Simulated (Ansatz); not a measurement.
**Bands of GaN**

```yaml
crystal:
  lattice:
    - [0.00000, 1.99250, 1.99250]
    - [1.99250, 0.00000, 1.99250]
    - [1.99250, 1.99250, 0.00000]
  atoms:
    - { symbol: Ga, position: [0.50000, 0.50000, 0.50000] }
    - { symbol: N, position: [0.00000, 0.00000, 0.00000] }
```

Atoms are numbered in the order listed.

The cell comes from COD entry 1536825, which wasn't checked; take it as a given geometry.

Theory: DFT, PBEsol, all-electron LAPW, scalar-relativistic in Ansatz 0.2.0.

Sampling and basis: a Γ-centred 13×13×13 k mesh, Fermi–Dirac smearing of 0.02 eV, basis error target 1 meV/atom, no spin polarisation.

Points in fractions of the reciprocal vectors of this cell: Γ (0, 0, 0), X (0.5, 0, 0.5), U (0.625, 0.25, 0.625), K (0.375, 0.375, 0.75), L (0.5, 0.5, 0.5), W (0.5, 0.25, 0.75). The path joins them by straight lines in the order Γ–X–U–K–Γ–L–W–X; legs that retrace an earlier one aren't tabulated. Energies are in eV from the top of the valence band.

Q: List the levels at X between -20 and 10 eV.

A: -16.80, -14.44, -13.80, -13.67 (×2), -10.56, -8.70, -3.82 (×2), 1.71, 7.83.

Q: List the levels at W between -20 and 10 eV.

A: -16.34, -14.17 (×2), -14.14, -13.67, -10.87, -6.50 (×2), -5.15, 6.58.

Q: List the levels at L between -20 and 10 eV.

A: -15.28, -14.66, -14.42 (×2), -13.76 (×2), -9.25, -0.16 (×2), 5.36.

Q: What is the band gap?

A: 1.71 eV, indirect from the line K (0.375, 0.375, 0.75)–Γ to X (0.5, 0, 0.5).
